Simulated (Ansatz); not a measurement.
# BN: the cost of one run

Program: Ansatz 0.2.0. Level of theory: DFT PBEsol, scalar-relativistic, plane waves, PAW. These are calculated values, not measurements.

8 further runs of the same task are left out: 8 set aside as unsound or not needed.

### 1 Starting point

Symmetry: P6_3/mmc, No. 194, hexagonal system. Conventional cell: a = 2.504 Å, b = 2.504 Å, c = 7.034 Å, α = 90.00°, β = 90.00°, γ = 120.00°. B (site symmetry -6m2) has 3 N at 1.45 Å as nearest neighbours. Around N (site symmetry -6m2) lie 3 B at 1.45 Å.

As a file:

```cif
data_structure
_symmetry_space_group_name_H-M 'P 1'
_symmetry_Int_Tables_number 1
_cell_length_a 2.5038
_cell_length_b 2.5038
_cell_length_c 7.0341
_cell_angle_alpha 90.000
_cell_angle_beta 90.000
_cell_angle_gamma 120.000
_cell_volume 38.19
loop_
_atom_site_label
_atom_site_type_symbol
_atom_site_fract_x
_atom_site_fract_y
_atom_site_fract_z
_atom_site_occupancy
B1 B 0.33333 0.66667 0.25000 1
B2 B 0.66667 0.33333 0.75000 1
N1 N 0.33333 0.66667 0.75000 1
N2 N 0.66667 0.33333 0.25000 1
```

This cell was relaxed beforehand with the same method: volume 9.55 Å³/atom, gap on the mesh 4.27 eV.

### 2 The scan

The energy is mapped over two normal modes frozen in (zone-centre modes of the cell shown).

The axes are (1) amplitude of mode 6 (64 cm⁻¹), largest displacement: 11 values from −0.406 Å; (2) amplitude of mode 10 (1362 cm⁻¹), largest displacement: 11 values from −0.068 Å.

Nothing else is relaxed (the cell and all other modes fixed). Energies count from the relaxed high-symmetry cell. Points are written as (first, second).

The modes come from a phonon run on the reference cell, made beforehand.

The patterns, per unit of each coordinate (Å):

| atom | x1 | y1 | z1 | x2 | y2 | z2 |
| --- | --- | --- | --- | --- | --- | --- |
| B1 | 0.000 | 0.000 | 1.000 | 1.000 | 0.000 | 0.000 |
| B2 | 0.000 | 0.000 | -1.000 | -0.002 | 0.000 | 0.000 |
| N3 | 0.000 | 0.000 | -0.988 | 0.002 | 0.000 | 0.000 |
| N4 | 0.000 | 0.000 | 0.988 | -0.772 | 0.000 | 0.000 |

### 3 Grid point (−0.081 Å, −0.068 Å)

input.yaml

```yaml
crystal:
  lattice:
    - [2.5037762085, 0.0, 0.0]
    - [-1.2518881043, 2.1683338019, 0.0]
    - [0.0, 0.0, 7.0340971178]
  atoms:
    - { symbol: B, position: [0.3061743565, 0.6666666667, 0.2384562299] }
    - { symbol: B, position: [0.6667144629, 0.3333333333, 0.7615437701] }
    - { symbol: "N", position: [0.3332913462, 0.6666666667, 0.761407184] }
    - { symbol: "N", position: [0.6876318966, 0.3333333333, 0.238592816] }
basis:
  ecutwfc: 520.0
kpoints:
  mp_grid: { grid: [12, 12, 4] }
hamiltonian:
  xc: pbesol
  pseudopotentials: { kind: paw, azcp: { folder: soft_1 } }
scf:
  occupations: { method: gaussian, width: 0.05 }
output:
  forces: true
  stress: true
  eigenvalues: true
```

The run is started by

```console
> ansatz run input.yaml --threads 1 --pin off --max-ram 2048MiB --backend cpu --events-out ev --progress --plain --runs-dir out
```

**Question.** How long does this run take on 1 thread of AMD EPYC 9R45 (Zen 5), shared host, and how much memory does it need?

About 7 s, with a peak of 0.54 GiB.
